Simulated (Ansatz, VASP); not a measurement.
**AlN: VASP beside Ansatz**

File INCAR:

```
PREC = Accurate ; ENCUT = 520
EDIFF = 1E-6 ; ISMEAR = 0
SIGMA = 0.05 ; LREAL = F
LASPH = T ; NELM = 80
ALGO = Normal ; ISIF = 2
LWAVE = F ; LCHARG = T
GGA = PE ; LELF = T
LVHAR = T ; NBANDS = 26
```

The input KPOINTS:

```
Automatic mesh
0
Gamma
  8 4 4
```

File POSCAR:

```
AlN
1.0
   -3.1302395626      0.0000000000      0.0000000000
    0.0000000000      0.0000000000     -5.0179796547
    0.0000000000     -5.4217339622      0.0000000000
Al N
4 4
Direct
    0.5000000000      0.9982712825      0.1666666667
    0.0000000000      0.9982712825      0.6666666667
    0.0000000000      0.4982712825      0.3333333333
    0.5000000000      0.4982712825      0.8333333333
    0.5000000000      0.6167287175      0.1666666667
    0.0000000000      0.6167287175      0.6666666667
    0.0000000000      0.1167287175      0.3333333333
    0.5000000000      0.1167287175      0.8333333333
```

Input for Ansatz:

```yaml
crystal:
  lattice:
    - [-3.1302395626, 0.0, 0.0]
    - [0.0, 0.0, -5.0179796547]
    - [0.0, -5.4217339622, 0.0]
  atoms:
    - { symbol: Al, position: [0.5, 0.9982712825, 0.1666666667] }
    - { symbol: Al, position: [0.0, 0.9982712825, 0.6666666667] }
    - { symbol: Al, position: [0.0, 0.4982712825, 0.3333333333] }
    - { symbol: Al, position: [0.5, 0.4982712825, 0.8333333333] }
    - { symbol: "N", position: [0.5, 0.6167287175, 0.1666666667] }
    - { symbol: "N", position: [0.0, 0.6167287175, 0.6666666667] }
    - { symbol: "N", position: [0.0, 0.1167287175, 0.3333333333] }
    - { symbol: "N", position: [0.5, 0.1167287175, 0.8333333333] }
basis:
  ecutwfc: 420
kpoints:
  mp_grid: { grid: [8, 4, 4] }
hamiltonian:
  xc: pbe
scf:
  occupations: { method: gaussian, width: 0.05 }
output:
  forces: true
  stress: true
  eigenvalues: true
```

Alike in both runs: task single point; functional PBE; k mesh 8 × 4 × 4; occupations gaussian, width 0.05 eV; no spin polarisation.

```csv
,VASP,Ansatz
version,VASP 6.6.1,Ansatz 0.2.0
potentials or method,"VASP PAW PBE potentials, release 64 (Al, N)","scalar-relativistic, plane waves, PAW"
plane-wave cutoff (eV),520,420
valence electrons in the cell,32,32
```

|  | VASP | Ansatz | Ansatz less VASP |
| --- | --- | --- | --- |
| gap on the k mesh at the Fermi level (eV) | 4.04 | 4.03 | -0.009 |
| least direct gap on the mesh (eV) | 4.04 | 4.03 | -0.009 |
| pressure (GPa) | -0.3 | 0.0 | +0.27 |
